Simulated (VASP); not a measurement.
Here is a VASP 6.6.1 calculation.

The input POSCAR:

```
Ti
1.0
    2.9500000000      0.0000000000      0.0000000000
   -1.4750000000      2.5547749400      0.0000000000
    0.0000000000      0.0000000000      4.6800000000
Ti
2
Direct
    0.3333333300      0.6666666700      0.2500000000
    0.6666666700      0.3333333300      0.7500000000
```

The input INCAR.step1:

```
PREC = Accurate ; ENCUT = 600
EDIFF = 1E-8 ; ISMEAR = 0
SIGMA = 0.1 ; LREAL = F
LASPH = T ; NELM = 60
ALGO = Normal ; ISIF = 3
LWAVE = F ; LCHARG = F
IBRION = 2 ; NSW = 40
EDIFFG = -0.002
```

Contents of INCAR.step2:

```
PREC = Accurate ; ENCUT = 600
EDIFF = 1E-8 ; ISMEAR = 0
SIGMA = 0.1 ; LREAL = F
LASPH = T ; NELM = 60
ALGO = Normal ; ISIF = 3
LWAVE = F ; LCHARG = F
IBRION = 6 ; NFREE = 2
POTIM = 0.015 ; NSW = 1
```

File KPOINTS:

```
regular mesh
0
Gamma
  13 13 7
```

Potentials or basis: VASP PAW LDA potentials, release 64 (Ti_sv).

The run is started by

```console
$ cat potpaw_LDA.64/Ti_sv/POTCAR > POTCAR
$ cp INCAR.step1 INCAR
$ mpirun -np 1 vasp_std > vasp.out
$ cp CONTCAR POSCAR
$ cp INCAR.step2 INCAR
$ mpirun -np 1 vasp_std > vasp.out
```

Problem. Predict the Voigt bulk modulus.

Solution. 126 GPa.

Problem. What does it give for the highest phonon frequency at Γ?

Solution. 195 cm⁻¹.

Problem. Predict the relaxed volume.

Solution. 16.08 Å³/atom.

Step by step:
| step | energy change (eV) | largest force (eV/Å) | pressure (GPa) | volume (Å³) |
| --- | --- | --- | --- | --- |
| 1 | 0.0000 | 0.0000 | -9.87 | 35.27 |
| 2 | -0.0399 | 0.0000 | 9.80 | 30.01 |
| 3 | -0.1027 | 0.0000 | -0.09 | 32.19 |
| 4 | -0.1026 | 0.0000 | 0.14 | 32.13 |
| 5 | -0.1027 | 0.0000 | -0.11 | 32.19 |
| 6 | -0.1027 | 0.0000 | -0.13 | 32.19 |
| 7 | -0.1028 | 0.0000 | -0.01 | 32.16 |
